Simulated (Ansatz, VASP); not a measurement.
TiB2: VASP beside Ansatz

INCAR

```
ALGO = Normal ; EDIFF = 1E-6
ENCUT = 520 ; ISIF = 2
ISMEAR = 1 ; LASPH = T
LCHARG = F ; LREAL = F
LWAVE = F ; NBANDS = 16
NELM = 60 ; PREC = Accurate
SIGMA = 0.15
```

File KPOINTS:

```
k-points
0
Gamma
  11 11 9
```

File POSCAR:

```
TiB2
1.0
    3.0492615118      0.0000000000      0.0000000000
   -1.5246307559      2.6407337514      0.0000000000
    0.0000000000      0.0000000000      3.2497807555
Ti B
1 2
Direct
    0.0000000000      0.0000000000      0.0000000000
    0.3333333333      0.6666666667      0.5000000000
    0.6666666667      0.3333333333      0.5000000000
```

Input for Ansatz:

```yaml
crystal:
  lattice:
    - [3.0492615117994943, 0.0, 0.0]
    - [-1.5246307558997472, 2.640733751351618, 0.0]
    - [0.0, 0.0, 3.249780755543869]
  atoms:
    - { symbol: Ti, position: [0.0, 0.0, 0.0] }
    - { symbol: B, position: [0.3333333333333333, 0.6666666666666666, 0.5] }
    - { symbol: B, position: [0.6666666666666666, 0.3333333333333333, 0.5] }
basis:
  ecutwfc: 517.016338673772
kpoints:
  mp_grid:
    grid: [11, 11, 9]
hamiltonian:
  xc: lda
  pseudopotentials:
    kind: paw
scf:
  occupations:
    method: cold
    width: 0.15
output:
  stress: true
```

Alike in both runs: task single point; functional LDA; k mesh 11 × 11 × 9; no spin polarisation.

|  | VASP | Ansatz |
| --- | --- | --- |
| version | VASP 6.6.1 | Ansatz 0.2.0 |
| potentials or method | VASP PAW LDA potentials, release 64 (Ti_sv, B) | plane waves, PAW |
| plane-wave cutoff (eV) | 520 | 517 |
| occupations | methfessel-paxton of order 1, width 0.15 eV | cold, width 0.15 eV |
| valence electrons in the cell | 18 | 18 |

Ansatz gave:

| Quantity | Value |
| --- | --- |
| pressure (GPa) | -15.8 |
| largest component of the traceless stress (GPa) | 0.27 |

Task: Estimate VASP's values.

Result: Pressure (GPa): -15.3; largest component of the traceless stress (GPa): 0.40.

Ansatz warned: «structure_snapped_to_symmetry».

Caveats: so large a pressure means that the cell lies far from this level's equilibrium, or that cutoff or potentials fall short (VASP).
